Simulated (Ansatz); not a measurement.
What strain does to RbBr (zincblende)

RbBr in the zincblende structure, relaxed with r2SCAN in Ansatz 0.2.0. Space group F-43m (No. 216), cubic; conventional cell a = 7.739 Å, 57.94 Å³ an atom. Rb is surrounded by 4 Br at 3.35 Å; Br is surrounded by 4 Rb at 3.35 Å.

The axes x, y and z are those of this cell:
```
CELL_PARAMETERS angstrom
0.00000 3.86950 3.86950
3.86950 0.00000 3.86950
3.86950 3.86950 0.00000
ATOMIC_POSITIONS crystal
Rb 0.00000 0.00000 0.00000
Br 0.25000 0.25000 0.25000
```

Unstrained: PBE gives an indirect gap of 4.075 eV, from X to Γ; the least direct gap is 4.163 eV at Γ. The r2SCAN gap is indirect, 4.649 eV (X to Γ), below the direct gap of 4.734 eV at Γ. With HSE06 the valence top lies at X and the conduction bottom at Γ, 5.172 eV higher; the smallest vertical gap, at Γ, is 5.261 eV. Meshes: PBE 6×6×6, r2SCAN 6×6×6, HSE06 4×4×4. Strains are changes of length per length. After each strain the atoms were relaxed again with r2SCAN within the symmetry that the strain leaves, so tilts or polar shifts that break it weren't tested; points keep the names that they have in the unstrained zone. One strained cell lies below the unstrained one, which is therefore a saddle: all changes count from an unstable reference. Under uniaxial strain the other axes carry as much stress as the strained one: the cell is very soft in shear and may be mechanically unstable. (Calculated; spin-unpolarised; the phase may be known or hypothetical.)

Changes of the least gap in eV (an overlap counts as a negative gap):
```json
{"strain": "uniaxial -4.77 % along x", "volume change (%)": "-4.8", "space group": "I-4m2", "PBE": "+0.051", "r2SCAN": "+0.037", "HSE06": "+0.058", "energy rise, r2SCAN (meV/atom)": "3.8"}
{"strain": "biaxial -1.56 % in x and y, z held", "volume change (%)": "-3.1", "space group": "I-4m2", "PBE": "+0.037", "r2SCAN": "+0.027", "HSE06": "+0.041", "energy rise, r2SCAN (meV/atom)": "1.6"}
{"strain": "epitaxial +5.97 % in the xy plane, free normal strain -14.92 %", "volume change (%)": "-4.5", "space group": "I-4m2", "PBE": "-0.042", "r2SCAN": "-0.047", "HSE06": "-0.026", "energy rise, r2SCAN (meV/atom)": "-2.1"}
```

Uniaxial -4.77 % along x, other directions held. HSE06: the gap goes from 5.172 to 5.230 eV (+0.058 eV). Stress change with r2SCAN, compression positive: xx +0.43, yy +0.48, zz +0.48 GPa.

Biaxial -1.56 % in x and y, z held. HSE06: the gap goes from 5.172 to 5.213 eV (+0.041 eV). Stress change with r2SCAN, compression positive: xx +0.29, yy +0.29, zz +0.30 GPa.

Epitaxial +5.97 % in the xy plane, free normal strain -14.92 %. HSE06: the gap goes from 5.172 to 5.146 eV (-0.026 eV). Stress change with r2SCAN, compression positive: xx +0.20, yy +0.20, zz -0.01 GPa.

The runs are scalar-relativistic, without spin-orbit coupling.

The meshes of the hybrids are coarse, so their gaps aren't converged to the digits shown.
